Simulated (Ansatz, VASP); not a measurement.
# Na in VASP and in Ansatz

```
CELL_PARAMETERS angstrom
-2.02872 2.02872 2.02872
2.02872 -2.02872 2.02872
2.02872 2.02872 -2.02872
ATOMIC_POSITIONS crystal
Na 0.00000 0.00000 0.00000
```

Alike in both runs: task single point; functional LDA; k mesh 7 × 7 × 7; occupations fermi-dirac, width 0.1 eV; no spin polarisation.

|  | VASP | Ansatz |
| --- | --- | --- |
| version | VASP 6.6.1 | Ansatz 0.2.0 |
| potentials or method | VASP PAW LDA potentials, release 64 (Na_pv) | plane waves (420 eV) with PAW, scalar-relativistic |
| plane-wave cutoff (eV) | 520 | 420 |
| valence electrons in the cell | 7 | 9 |

```csv
,VASP,Ansatz,Ansatz less VASP
pressure (GPa),0.0,0.0,+0.01
```

The two sets of potentials don't hold the same shells in valence. Ansatz warned: «pseudo_functional_mismatch».
